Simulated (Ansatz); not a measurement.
# NbAs (I4_1md) in Ansatz: reference runs

Reference runs on NbAs: the cell as given and a disturbed copy.

Program: Ansatz 0.2.0. These are calculated values, not measurements. Logs are shortened: lines on timing, memory, paths and dates and some standing lists are left out, and cuts for length are marked.

### 1 The structure

It takes space group I4_1md (No. 109, tetragonal). The conventional cell has a = 3.452 Å, b = 3.452 Å, c = 11.680 Å, α = 90.00°, β = 90.00°, γ = 90.00°. Nb (site symmetry 2mm) has 6 As at 2.60 to 2.63 Å as nearest neighbours. As (site symmetry 2mm) has 6 Nb at 2.60 to 2.63 Å as nearest neighbours.

### 2 Single point, PBE

The input, input.yaml:

```yaml
crystal:
  lattice:
    - [-1.72585, 1.72585, 5.84]
    - [1.72585, -1.72585, 5.84]
    - [1.72585, 1.72585, -5.84]
  atoms:
    - { symbol: Nb, position: [0.5, 0.0, 0.5] }
    - { symbol: Nb, position: [0.75, 0.75, 0.0] }
    - { symbol: As, position: [0.916, 0.416, 0.5] }
    - { symbol: As, position: [0.166, 0.166, 0.0] }
kpoints:
  mp_grid: { grid: [11, 11, 11] }
scf:
  occupations: { method: fermi_dirac, width: 0.05 }
hamiltonian:
  xc: pbe
  pseudopotentials: { kind: all_electron, lapw: { basis_error: 0.001 } }
output:
  forces: true
  stress: true
  eigenvalues: true
  populations: true
```

Potentials or basis: all-electron LAPW, scalar-relativistic.

Launch:

```
ansatz run input.yaml --threads 2 --pin off --max-ram 6144MiB --backend cpu --events-out ev --progress --plain --runs-dir out
```

Standard output:

```text
Warning: RAYON_NUM_THREADS=2 ignored (pool sized by the plan → 2); use --threads N
Nb: projections on atomic orbitals take those of the free atom 1s2 2s2 2p6 3s2 3p6 3d10 4s2 4p6 4d4 5s1, of charge +0.00 (hamiltonian.pseudopotentials.projection_atoms)
As: projections on atomic orbitals take those of the free atom 1s2 2s2 2p6 3s2 3p6 3d10 4s2 4p3, of charge +0.00 (hamiltonian.pseudopotentials.projection_atoms)
LAPW: plane waves up to 8.373 Å⁻¹, error target 1.0e-3 eV per atom; small_component_spin mean_spin; As in spheres of 1.293 Å, 23 of its electrons in bands, Dirac shells []; Nb in spheres of 1.302 Å, 31 of its electrons in bands, Dirac shells [] (how accurate: hamiltonian.pseudopotentials.lapw.basis_error, Limitations)
Engine: ansatz 0.2.0, aarch64-unknown-linux-gnu
Pseudopotentials: kind: all_electron
Pseudopotential: Nb, LAPW, valence charge 31, lapw/all_electron/scalar/gaussian/Nb, Koelling and Harmon's equation, gaussian nucleus
Pseudopotential: As, LAPW, valence charge 23, lapw/all_electron/scalar/gaussian/As, Koelling and Harmon's equation, gaussian nucleus
Functional definition: PBE
  parameter kappa = 0.804
  parameter beta = 0.06672455060314922
  exchange = pbe_x(kappa = kappa, mu = beta*pi^2/3)
  correlation = pbe_c(beta = beta)
Crystal: 4 atoms, lattice volume = 69.579 Å³
Basis set: ecut = 267.1192095215244 eV, 707 PW (Γ), FFT grids on a1+a3, a2+a3, a3, exchange–correlation at level 2
Bands: 65, of which v1, the nominal top of the filled ones, is band 54 counted from 1 (53 counted from 0)
Symmetry: 8 space group operations
Space group: I41md (ITA 109), of the structure as read, at distance tolerance 4.1e-5 Å
k-points: 126 of 1331 (time reversal used)
Non-local potential: Nb, projectors of the file, none
Non-local potential: As, projectors of the file, none
Initial density: superposition of atomic densities (chi_scale 0.1, normalization cell, long waves kept (reshape's long-wave potential 0.00 eV rms))
Initial wavefunctions: plane waves of lowest kinetic energy (no species holds an atomic orbital)
Functional: x = pbe(κ = 0.804, μ = 0.2195149727645171), c = pbe(β = 0.06672455060314922)
iter 1 solved again at ethr=3.76e-3 eV; its pass at ethr=1.00e-1 eV (dr2=4.06e0 eV) is discarded
SCF iter   1: F=—  HF=-330943.877095 eV  |F-HF|=—  |Δ(HF+E_count)|=         —  Δρ=6.12e-2  dr2=4.06e0  ethr=3.76e-3  ⟨swp⟩=2.0  Hψ=48752  notcnv=0
preconditioner: auto → Kerker (q_TF=auto, 2.936 Å⁻¹)  [metal: Δε(μ)=0.025 eV  Ē_g=9.477 eV  σ=0.050 eV  W_gap=0.13  n_scr=32 (ndim 8)  ℏωp=19.9 eV  f_vac=0.000  D(μ)=0.44/eV (n_scr^D=0)]
SCF iter   2: F=—  HF=-330942.073692 eV  |F-HF|=—  |Δ(HF+E_count)|=    1.80e0  Δρ=2.18e-2  dr2=4.49e-1  ethr=3.76e-3  ⟨swp⟩=2.0  Hψ=24734  notcnv=0
SCF iter   3: F=—  HF=-330942.048168 eV  |F-HF|=—  |Δ(HF+E_count)|=   2.55e-2  Δρ=1.62e-2  dr2=2.77e-1  ethr=4.16e-4  ⟨swp⟩=2.0  Hψ=24570  notcnv=0
iter 4 solved again at ethr=6.66e-6 eV; its pass at ethr=2.56e-4 eV (dr2=7.20e-3 eV) is discarded
SCF iter   4: F=—  HF=-330942.039714 eV  |F-HF|=—  |Δ(HF+E_count)|=   8.45e-3  Δρ=3.32e-3  dr2=7.19e-3  ethr=6.66e-6  ⟨swp⟩=2.0  Hψ=42082  notcnv=0
SCF iter   5: F=—  HF=-330942.036998 eV  |F-HF|=—  |Δ(HF+E_count)|=   2.72e-3  Δρ=1.51e-3  dr2=1.79e-3  ethr=6.66e-6  ⟨swp⟩=2.0  Hψ=24490  notcnv=0
SCF iter   6: F=—  HF=-330942.034772 eV  |F-HF|=—  |Δ(HF+E_count)|=   2.23e-3  Δρ=7.81e-4  dr2=4.21e-4  ethr=1.65e-6  ⟨swp⟩=2.0  Hψ=24490  notcnv=0
SCF iter   7: F=—  HF=-330942.034740 eV  |F-HF|=—  |Δ(HF+E_count)|=   3.16e-5  Δρ=2.68e-4  dr2=4.16e-5  ethr=3.90e-7  ⟨swp⟩=2.0  Hψ=24490  notcnv=0
SCF iter   8: F=—  HF=-330942.034747 eV  |F-HF|=—  |Δ(HF+E_count)|=   6.85e-6  Δρ=5.98e-5  dr2=4.44e-6  ethr=3.85e-8  ⟨swp⟩=2.0  Hψ=24490  notcnv=0
SCF iter   9: F=—  HF=-330942.034746 eV  |F-HF|=—  |Δ(HF+E_count)|=   8.78e-7  Δρ=2.27e-5  dr2=4.54e-7  ethr=4.11e-9  ⟨swp⟩=2.0  Hψ=24490  notcnv=0
SCF iter  10: F=-330942.034746 eV  HF=-330942.034746 eV  |F-HF|=9.49e-8  |Δ(HF+E_count)|=   3.45e-8  Δρ=7.69e-6  dr2=8.59e-8  ethr=4.21e-10  ⟨swp⟩=2.0  Hψ=24490  notcnv=0
SCF 1 converged in 10 iterations: F = -330942.034746 eV  dr2 = 8.59e-8
SCF converged after 10 iterations
Free energy (F): -330942.034746 eV
Harris-Foulkes:  -330942.034746 eV  (|F-HF|=9.49e-8)
Internal energy: -330942.028616 eV  (E = F + TS)
E sigma→0 (E₀):  -330942.031681 eV
Entropy (-TS):   -0.006130 eV (-1.532 meV/atom)
Fermi energy:    17.823329 eV
--- Per-component energies (eV) ---
  E_band       = -11479.325322
  E_kinetic    = 340879.900399
  E_xc         = -11048.249368
  E_electrostatic = -660773.679647  (all electrons and nuclei)
  E_smearing   = -0.006130  (= −TS)
  E_closure    = 0.000000  (closes the sum)
  E_atoms      = -330909.614073  (free atoms, spherical and without spin; not in F)
  Σ components = -330942.034746   (vs F -330942.034746, Δ=0.00e0)
  Basis errors (estimates in eV, not in F): energy 3.3e-4 per atom: plane waves 2.9e-4 (1.6e-4 summed), levels above the bands 1.1e-69, relativity 4.2e-8, radial functions 3.7e-5, core shells 3.0e-11; eigenvalues (radial functions only) 9.9e-7; not estimated: angular momenta, meshes, grids; target (lapw.basis_error) 1.0e-3; muffin-tin radii As 1.293 Å, Nb 1.302 Å
--- Forces (eV/Å), atoms counted from 1 ---
  atom   1  Nb     0.00000000     0.00000000    -0.29761051
  atom   2  Nb     0.00000000    -0.00000000    -0.29761051
  atom   3  As    -0.00000000     0.00000000     0.29760954
  atom   4  As     0.00000000     0.00000000     0.29760954
  max |Σ_I F_I| component: 1.93e-6 eV/Å
--- Stress (GPa, compression-positive) ---
        3.045662      -0.000000      -0.000000
       -0.000000       3.045662       0.000000
       -0.000000       0.000000       3.745985
  P = ⅓ Tr σ = 3.2791 GPa (32.791 kbar)
--- Band table (eV; the first three rows and the last of 126) ---
  k-point 0: bands = ["-417.7583", "-417.7583", "-325.6531", "-325.6531", "-325.6358", "-325.6358", "-325.6324", "-325.6324", "-175.2313", "-175.2313", "-175.2265", "-175.2265", "-175.2256", "-175.2256", "-175.2123", "-175.2123", "-175.2116", "-175.2116", "-167.2538", "-167.2538", "-110.6365", "-110.6365", "-110.6252", "-110.6252", "-110.6215", "-110.6215", "-37.2856", "-37.2573", "-17.7045", "-17.7045", "-17.6892", "-17.6844", "-17.6824", "-17.6809", "-17.6768", "-17.6766", "-17.6766", "-17.6745", "-13.5110", "-13.3946", "-13.3946", "-13.2426", "-13.2426", "-13.1965", "4.5938", "6.8717", "11.6143", "15.0050", "15.5684", "15.5684", "15.7923", "16.1519", "16.4373", "16.4373", "18.5461", "19.1225", "20.2332", "20.8300", "20.8300", "21.5299", "21.7865", "21.7865", "23.0112", "23.7549", "26.5746"]
  k-point 1: bands = ["-417.7583", "-417.7583", "-325.6531", "-325.6531", "-325.6358", "-325.6358", "-325.6324", "-325.6324", "-175.2313", "-175.2313", "-175.2265", "-175.2265", "-175.2256", "-175.2256", "-175.2123", "-175.2123", "-175.2116", "-175.2116", "-167.2538", "-167.2538", "-110.6365", "-110.6365", "-110.6252", "-110.6252", "-110.6215", "-110.6215", "-37.2831", "-37.2561", "-17.7052", "-17.7039", "-17.6885", "-17.6844", "-17.6837", "-17.6827", "-17.6768", "-17.6764", "-17.6749", "-17.6737", "-13.5021", "-13.4107", "-13.4073", "-13.2597", "-13.2537", "-13.1949", "4.7947", "6.9287", "11.7489", "14.5905", "15.3859", "15.4818", "15.5296", "15.9921", "16.5332", "16.7003", "18.2549", "18.7690", "20.2323", "20.4802", "21.0839", "21.4039", "21.6141", "22.3006", "23.8609", "24.9939", "26.3981"]
  k-point 2: bands = ["-417.7583", "-417.7583", "-325.6531", "-325.6531", "-325.6358", "-325.6358", "-325.6324", "-325.6324", "-175.2313", "-175.2313", "-175.2265", "-175.2265", "-175.2256", "-175.2256", "-175.2123", "-175.2123", "-175.2116", "-175.2116", "-167.2538", "-167.2538", "-110.6365", "-110.6365", "-110.6252", "-110.6252", "-110.6215", "-110.6215", "-37.2764", "-37.2530", "-17.7072", "-17.7021", "-17.6881", "-17.6871", "-17.6854", "-17.6835", "-17.6759", "-17.6758", "-17.6722", "-17.6715", "-13.4884", "-13.4523", "-13.4294", "-13.2999", "-13.2828", "-13.1964", "5.3363", "7.0460", "12.1879", "13.7340", "14.4152", "14.8912", "15.1231", "16.1896", "16.9249", "17.0967", "18.0694", "18.1868", "19.8598", "20.4548", "21.4654", "21.5789", "21.5897", "23.0568", "25.5453", "26.1457", "27.0568"]
  k-point 125: bands = ["-417.7583", "-417.7583", "-325.6531", "-325.6531", "-325.6358", "-325.6358", "-325.6324", "-325.6324", "-175.2313", "-175.2313", "-175.2265", "-175.2265", "-175.2256", "-175.2256", "-175.2123", "-175.2123", "-175.2116", "-175.2116", "-167.2538", "-167.2538", "-110.6365", "-110.6365", "-110.6252", "-110.6252", "-110.6215", "-110.6215", "-37.2708", "-37.2703", "-17.7064", "-17.7062", "-17.6856", "-17.6856", "-17.6827", "-17.6823", "-17.6763", "-17.6761", "-17.6746", "-17.6745", "-13.4254", "-13.4003", "-13.3551", "-13.3489", "-13.2474", "-13.2323", "5.5945", "5.6131", "13.7300", "13.8605", "14.8168", "15.1246", "15.1684", "15.6684", "16.8594", "17.4018", "18.5770", "19.3367", "19.5363", "19.7905", "20.9249", "21.0416", "22.1725", "22.8908", "24.4400", "25.0698", "26.0584"]
--- Löwdin populations: 4 sites ---
  site symbol       q [e]
     0     Nb     40.8808
     1     Nb     40.8808
     2     As     33.0253
     3     As     33.0253
  spilling = 0.001268 (of n_electrons = 148.000000)
```

Wall time 3.3 min (2 threads of Arm Neoverse V1, shared host); peak memory 1.1 GiB.

Results:

```
Free energy            : -330942.0347 eV
Pressure               : 3.3 GPa
Largest force          : 0.298 eV/Å
Band gap on the k mesh : none (metal or under the smearing width)
```

Forces in eV/Å, atoms in the order of the input:
```
Nb   0.000  0.000 -0.298
Nb   0.000  0.000 -0.298
As   0.000  0.000  0.298
As   0.000  0.000  0.298
```

Levels at points of the mesh, in eV from the Fermi level:
```
           k point  band 52  band 53  band 54  band 55  band 56  band 57
(0.00, 0.00, 0.00)    -1.67    -1.39    -1.39     0.72     1.30     2.41
```

### 3 Single point, PBE (atoms moved at random, drawn with an rms of 0.05 Å)

Edit input.yaml of step 2 so:

```diff
@@ -6,6 +6,6 @@
   atoms:
-    - { symbol: Nb, position: [0.5, 0.0, 0.5] }
-    - { symbol: Nb, position: [0.75, 0.75, 0.0] }
-    - { symbol: As, position: [0.916, 0.416, 0.5] }
-    - { symbol: As, position: [0.166, 0.166, 0.0] }
+    - { symbol: Nb, position: [0.506457, -0.001157, 0.512873] }
+    - { symbol: Nb, position: [0.751105, 0.759663, 0.007021] }
+    - { symbol: As, position: [0.893408, 0.421019, 0.496569] }
+    - { symbol: As, position: [0.159604, 0.170121, 0.002004] }
 kpoints:
```

Potentials or basis: all-electron LAPW, scalar-relativistic.

Launch:

```
ansatz run input.yaml --threads 2 --pin off --max-ram 6144MiB --backend cpu --events-out ev --progress --plain --runs-dir out
```

Standard output:

```text
Warning: RAYON_NUM_THREADS=2 ignored (pool sized by the plan → 2); use --threads N
Nb: projections on atomic orbitals take those of the free atom 1s2 2s2 2p6 3s2 3p6 3d10 4s2 4p6 4d4 5s1, of charge +0.00 (hamiltonian.pseudopotentials.projection_atoms)
As: projections on atomic orbitals take those of the free atom 1s2 2s2 2p6 3s2 3p6 3d10 4s2 4p3, of charge +0.00 (hamiltonian.pseudopotentials.projection_atoms)
LAPW: plane waves up to 8.704 Å⁻¹, error target 1.0e-3 eV per atom; small_component_spin mean_spin; As in spheres of 1.256 Å, 23 of its electrons in bands, Dirac shells []; Nb in spheres of 1.253 Å, 31 of its electrons in bands, Dirac shells [] (how accurate: hamiltonian.pseudopotentials.lapw.basis_error, Limitations)
[... 9 set-up lines as earlier in the session ...]
[... 44 lines left out ...]
--- Forces (eV/Å), atoms counted from 1 ---
  atom   1  Nb     0.28869400    -0.95339902    -0.09902972
  atom   2  Nb     0.01479908    -0.00506582    -1.51842134
  atom   3  As    -0.35677628     0.65465449     1.35250050
  atom   4  As     0.05328289     0.30380233     0.26494961
  max |Σ_I F_I| component: 8.01e-6 eV/Å
--- Stress (GPa, compression-positive) ---
        4.994738      -0.246259       0.218657
       -0.246259       1.646622      -0.569843
        0.218657      -0.569843       5.892211
  P = ⅓ Tr σ = 4.1779 GPa (41.779 kbar)
--- Band table (eV; the first three rows and the last of 666) ---
  k-point 0: bands = ["-417.7874", "-417.7051", "-325.6837", "-325.6637", "-325.6609", "-325.6010", "-325.5832", "-325.5774", "-175.2610", "-175.2576", "-175.2544", "-175.2406", "-175.2389", "-175.1797", "-175.1736", "-175.1712", "-175.1589", "-175.1567", "-167.2829", "-167.2396", "-110.6668", "-110.6534", "-110.6517", "-110.6218", "-110.6109", "-110.6070", "-37.2955", "-37.2381", "-17.7440", "-17.7190", "-17.7151", "-17.7140", "-17.7058", "-17.6873", "-17.6690", "-17.6640", "-17.6600", "-17.6594", "-13.5211", "-13.4110", "-13.3809", "-13.2556", "-13.2050", "-13.1978", "4.5850", "6.9135", "11.5453", "14.9759", "15.3139", "15.6342", "15.8066", "16.1048", "16.4594", "16.5092", "18.5837", "19.1654", "20.1240", "20.8346", "20.8792", "21.3708", "21.9317", "22.0021", "22.9640", "23.7780", "26.7686"]
  k-point 1: bands = ["-417.7874", "-417.7051", "-325.6837", "-325.6637", "-325.6609", "-325.6010", "-325.5832", "-325.5774", "-175.2610", "-175.2576", "-175.2544", "-175.2406", "-175.2389", "-175.1797", "-175.1736", "-175.1712", "-175.1589", "-175.1567", "-167.2829", "-167.2396", "-110.6668", "-110.6534", "-110.6517", "-110.6218", "-110.6109", "-110.6070", "-37.2933", "-37.2366", "-17.7440", "-17.7185", "-17.7156", "-17.7142", "-17.7054", "-17.6871", "-17.6686", "-17.6653", "-17.6596", "-17.6586", "-13.5121", "-13.4248", "-13.3968", "-13.2695", "-13.2218", "-13.1934", "4.7848", "6.9591", "11.6920", "14.5487", "15.2382", "15.4817", "15.5883", "15.9762", "16.5006", "16.7559", "18.2715", "18.8232", "20.1556", "20.4743", "21.0629", "21.4103", "21.7321", "22.3692", "23.8501", "24.9976", "26.4983"]
  k-point 2: bands = ["-417.7874", "-417.7051", "-325.6837", "-325.6637", "-325.6609", "-325.6010", "-325.5832", "-325.5774", "-175.2610", "-175.2576", "-175.2544", "-175.2406", "-175.2389", "-175.1797", "-175.1736", "-175.1712", "-175.1589", "-175.1567", "-167.2829", "-167.2396", "-110.6668", "-110.6534", "-110.6517", "-110.6218", "-110.6109", "-110.6071", "-37.2876", "-37.2325", "-17.7440", "-17.7189", "-17.7169", "-17.7129", "-17.7041", "-17.6870", "-17.6685", "-17.6670", "-17.6595", "-17.6559", "-13.4991", "-13.4543", "-13.4318", "-13.3053", "-13.2548", "-13.1943", "5.3248", "7.0521", "12.1554", "13.6905", "14.4061", "14.9038", "15.1725", "16.1243", "16.8864", "17.1681", "18.0637", "18.1750", "19.7918", "20.4594", "21.3952", "21.5772", "21.7114", "23.1419", "25.5313", "26.1953", "27.1300"]
  k-point 665: bands = ["-417.7874", "-417.7051", "-325.6837", "-325.6637", "-325.6609", "-325.6010", "-325.5832", "-325.5774", "-175.2610", "-175.2576", "-175.2544", "-175.2406", "-175.2389", "-175.1797", "-175.1736", "-175.1712", "-175.1589", "-175.1567", "-167.2829", "-167.2396", "-110.6668", "-110.6534", "-110.6517", "-110.6218", "-110.6109", "-110.6071", "-37.2795", "-37.2284", "-17.7439", "-17.7223", "-17.7170", "-17.7102", "-17.7030", "-17.6878", "-17.6709", "-17.6662", "-17.6591", "-17.6522", "-13.5898", "-13.4417", "-13.4072", "-13.3362", "-13.2848", "-13.2243", "6.2122", "6.9986", "12.3395", "12.7303", "13.9263", "14.2572", "15.2895", "15.6697", "16.7097", "17.2291", "18.3487", "19.1345", "19.8749", "20.6705", "20.9470", "21.5532", "22.1151", "23.5347", "25.2129", "26.0886", "26.4795"]
--- Löwdin populations: 4 sites ---
  site symbol       q [e]
     0     Nb     40.8725
     1     Nb     40.8957
     2     As     33.0069
     3     As     33.0357
  spilling = 0.001278 (of n_electrons = 148.000000)
```

Run time: 18 min. Hardware: 2 threads of Arm Neoverse V1, shared host; peak memory 4.3 GiB.

What came out:

- Free energy: -330941.9067 eV
- Pressure: 4.2 GPa
- Largest force: 1.544 eV/Å
- Band gap on the k mesh: none (metal or under the smearing width)

Forces in eV/Å, atoms in the order of the input:
```
Nb   0.289 -0.953 -0.099
Nb   0.015 -0.005 -1.518
As  -0.357  0.655  1.353
As   0.053  0.304  0.265
```
